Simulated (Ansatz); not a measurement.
The system is HfO2.

```
CELL_PARAMETERS angstrom
5.08032 0.00000 0.00000
0.00000 5.16487 0.00000
0.00000 0.00000 4.89088
ATOMIC_POSITIONS crystal
Hf 0.22259 0.78180 0.27207
Hf 0.72259 0.71820 0.72793
Hf 0.77741 0.21820 0.27207
Hf 0.27741 0.28180 0.72793
O 0.18682 0.16365 0.10453
O 0.68682 0.33635 0.89547
O 0.81318 0.83635 0.10453
O 0.31318 0.66365 0.89547
O 0.00000 0.50000 0.48905
O 0.50000 0.00000 0.51095
O 0.00000 0.00000 0.57562
O 0.50000 0.50000 0.42438
```

The cell comes from a database or a generator and needn't be the stable form of this composition.

* Program: Ansatz 0.2.0
* Task: relaxation of cell and atoms
* Functional: PBE
* Dispersion: D3(BJ)
* Potentials or basis: Ansatz PAW
* Cutoff: 420 eV (not typed: the program's choice for these potentials)
* k mesh: 5 × 5 × 6
* Occupations: fermi-dirac, width 0.05 eV
* Spin: no spin polarisation

At the start: volume 10.69 Å³/atom.

Q: How do energy, volume and symmetry change on relaxing?

A: It ends after 8 steps and the volume is 10.94 Å³/atom (+2.3 %); space group P2_12_12 (No. 18, to 0.05 Å).

Step by step:
| step | energy change (eV) | largest force (eV/Å) | volume (Å³) |
| --- | --- | --- | --- |
| 1 | 0.0000 | 0.1781 | 128.33 |
| 2 | -0.0344 | 0.0317 | 131.88 |
| 3 | -0.0404 | 0.0540 | 131.16 |
| 4 | -0.0411 | 0.0149 | 131.16 |
| 5 | -0.0412 | 0.0046 | 131.15 |
| 6 | -0.0578 | 0.0038 | 131.15 |
| 7 | -0.0572 | 0.0010 | 131.27 |
| 8 | -0.0577 | 0.0010 | 131.27 |

Final structure:
```
CELL_PARAMETERS angstrom
5.11939 0.00000 0.00000
0.00000 5.20254 0.00000
0.00000 0.00000 4.92886
ATOMIC_POSITIONS crystal
Hf 0.22279 0.78150 0.27154
Hf 0.72279 0.71850 0.72846
Hf 0.77721 0.21850 0.27154
Hf 0.27721 0.28150 0.72846
O 0.18663 0.16420 0.10499
O 0.68663 0.33580 0.89501
O 0.81337 0.83580 0.10499
O 0.31337 0.66420 0.89501
O 0.00000 0.50000 0.48938
O 0.50000 0.00000 0.51062
O 0.00000 0.00000 0.57642
O 0.50000 0.50000 0.42358
```

Caveat: the plane-wave basis is chosen anew once the cell has moved, so the energies of steps on either side of that aren't comparable; the pressure holds a Pulay correction of +0.8 GPa for the finite cutoff.
